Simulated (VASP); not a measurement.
Runs of VASP 6.6.1 on Si. The structure is hexagonal, space group P6_3/mmc (No. 194). The conventional cell has a = 2.650 Å, b = 2.650 Å, c = 4.458 Å, α = 90.00°, β = 90.00°, γ = 120.00°. Si (site symmetry -6m2) has 12 Si at 2.65 to 2.70 Å as nearest neighbours. This isn't the form of Si at room conditions, which is diamond.

```csv
task,level,potentials or basis,cell,k mesh,cutoff (eV),mesh quality,gap on the mesh (eV),pressure (GPa),relaxed volume (Å³/atom)
relaxation of shape and atoms at fixed volume,PBEsol,"VASP PAW PBE potentials, release 64 (Si)",atoms relaxed at fixed volume from: a relaxed cell with its volume scaled by 1.04,12 × 12 × 6,600,not flagged,none,-3.7,-
relaxation of shape and atoms at fixed volume,LDA,"VASP PAW LDA potentials, release 64 (Si)",atoms relaxed at fixed volume from: a relaxed cell with its volume scaled by 1.04,12 × 12 × 6,600,not flagged,none,-3.6,-
relaxation of cell and atoms,PBE+D3(BJ),"VASP PAW PBE potentials, release 64 (Si)",relaxed,12 × 12 × 6,600,not flagged,none,0.0,13.55
relaxation of shape and atoms at fixed volume,PBE,"VASP PAW PBE potentials, release 64 (Si)",atoms relaxed at fixed volume from: a relaxed cell with its volume scaled by 1.06,6 × 6 × 3,300,coarse,none,-3.2,-
relaxation of shape and atoms at fixed volume,PBE,"VASP PAW PBE potentials, release 64 (Si)",atoms relaxed at fixed volume from: a relaxed cell with its volume scaled by 0.96,12 × 12 × 6,600,not flagged,none,4.2,-
relaxation of shape and atoms at fixed volume,PBE+D3(BJ),"VASP PAW PBE potentials, release 64 (Si)",atoms relaxed at fixed volume from: a relaxed cell with its volume scaled by 0.94,12 × 12 × 6,600,not flagged,none,7.7,-
relaxation of cell and atoms,PBEsol,"VASP PAW PBE potentials, release 64 (Si)",relaxed,12 × 12 × 6,600,not flagged,none,0.0,13.95
relaxation of cell and atoms,AM05,"VASP PAW PBE potentials, release 64 (Si)",relaxed,12 × 12 × 6,600,not flagged,none,0.0,(a)
relaxation of shape and atoms at fixed volume,PBE,"VASP PAW PBE potentials, release 64 (Si)",atoms relaxed at fixed volume from: a relaxed cell with its volume scaled by 1.04,6 × 6 × 3,300,coarse,none,-2.1,-
relaxation of shape and atoms at fixed volume,LDA,"VASP PAW LDA potentials, release 64 (Si)",atoms relaxed at fixed volume,12 × 12 × 6,600,not flagged,none,0.0,-
relaxation of shape and atoms at fixed volume,PBE+D3(BJ),"VASP PAW PBE potentials, release 64 (Si)",atoms relaxed at fixed volume from: a relaxed cell with its volume scaled by 0.96,12 × 12 × 6,600,not flagged,none,4.8,-
relaxation of shape and atoms at fixed volume,PBE,"VASP PAW PBE potentials, release 64 (Si)",atoms relaxed at fixed volume from: a relaxed cell with its volume scaled by 0.94,12 × 12 × 6,600,not flagged,none,6.7,-
```

Alike in all rows: no spin polarisation; smearing gaussian 0.03 eV.

Question: Estimate the missing entries.

Answer: (a) 13.68.

Caveats: some runs use coarse meshes; the relaxation stopped at its first step, so nothing moved (some runs); the PAW data sets were made with another functional, which shifts forces and pressure a little (some runs); pairwise dispersion overbinds metals, which lowers pressure and volume (some runs); the cutoff is under 1.25 times the usual one of these potentials, so pressure, stress and relaxed cells hold a basis-set (Pulay) error (some runs).

A gap of «none» marks a metal or a gap under the smearing width.
